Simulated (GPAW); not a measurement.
The system is Ge.

```
Ge
1.0
    -2.49590    2.65086    1.43695
     2.49590   -2.65086    1.43695
     2.49590    2.65086   -1.43695
Ge
2
Direct
  0.31406 0.06406 0.25000
  0.68594 0.93594 0.75000
```

This isn't the form of Ge at room conditions, which is diamond.

* Program: GPAW 26.7.0
* Task: single point
* Functional: PBEsol
* Potentials or basis: PAW data sets generated in the run's folder for this functional
* Cutoff: 600 eV
* Basis: pw
* k mesh: 11 × 11 × 11
* Occupations: fermi-dirac, width 0.05 eV
* Spin: no spin polarisation

On this cell: pressure -2.6 GPa; largest force 0.056 eV/Å; band gap on the k mesh none (metal or under the smearing width).

The same run follows on a disturbed copy (atoms moved at random, drawn with an rms of 0.05 Å):

```
Ge
1.0
    -2.49590    2.65086    1.43695
     2.49590   -2.65086    1.43695
     2.49590    2.65086   -1.43695
Ge
2
Direct
  0.29840 0.03724 0.23933
  0.69452 0.94755 0.75384
```

Task: What changes?

Result: The energy (extrapolated to zero smearing) moves by +4.9 meV/atom; pressure -2.5 GPa; largest force 0.160 eV/Å; band gap on the k mesh none (metal or under the smearing width).

Forces in eV/Å, atoms in the order of the input:
```
Ge   0.152  0.004  0.048
Ge  -0.152 -0.004 -0.048
```

Stress tensor (GPa, compression positive):
```
-1.63  0.00 -0.48
 0.00 -2.84  0.00
-0.48  0.00 -2.91
```
